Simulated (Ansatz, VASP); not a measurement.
## Pb in VASP and in Ansatz

INCAR

```
SYSTEM = Pb
ALGO = Fast
EDIFF = 1E-6
ENCUT = 520
GGA = PS
ISIF = 2
ISMEAR = 0
LASPH = .TRUE.
LCHARG = .FALSE.
LREAL = .FALSE.
LWAVE = .FALSE.
NBANDS = 13
NELM = 60
PREC = Accurate
SIGMA = 0.1
```

KPOINTS

```
k-points
0
G
  14 14 14
  0 0 0
```

Contents of POSCAR:

```
Pb
1.0
    0.0000000000      2.4674785448      2.4674785448
    2.4674785448      0.0000000000      2.4674785448
    2.4674785448      2.4674785448      0.0000000000
Pb
1
Direct
    0.0000000000      0.0000000000      0.0000000000
```

Input for Ansatz:

```yaml
crystal:
  lattice:
    - [0.0, 2.4674785437, 2.4674785437]
    - [2.4674785437, 0.0, 2.4674785437]
    - [2.4674785437, 2.4674785437, 0.0]
  atoms:
    - { symbol: Pb, position: [0.0, 0.0, 0.0] }
basis:
  ecutwfc: 600.0
kpoints:
  mp_grid: { grid: [14, 14, 14] }
hamiltonian:
  xc: pbesol
  pseudopotentials: { kind: paw, azcp: { folder: soft_1 } }
scf:
  occupations: { method: gaussian, width: 0.1 }
output:
  forces: true
  stress: true
  eigenvalues: true
```

Alike in both runs: task single point; functional PBEsol; k mesh 14 × 14 × 14; occupations gaussian, width 0.1 eV; no spin polarisation.

|  | VASP | Ansatz |
| --- | --- | --- |
| version | VASP 6.6.1 | Ansatz 0.2.0 |
| potentials or method | VASP PAW PBE potentials, release 64 (Pb_d) | scalar-relativistic, plane waves, PAW |
| plane-wave cutoff (eV) | 520 | 600 |
| valence electrons in the cell | 14 | 14 |

|  | VASP | Ansatz | Ansatz less VASP |
| --- | --- | --- | --- |
| gap on the k mesh at the Fermi level (eV) | none | none | - |
| pressure (GPa) | 0.0 | 0.0 | +0.02 |

A gap of «none» marks a metal or a gap that the smearing closes. With one functional, cell and mesh, what is left measures potentials, basis and numerics. Ansatz warned: «pseudo_functional_mismatch».

Caveats: the PAW data sets were made with another functional, which shifts forces and pressure a little (VASP). Spin-orbit coupling is left out, which matters for the levels of Pb.
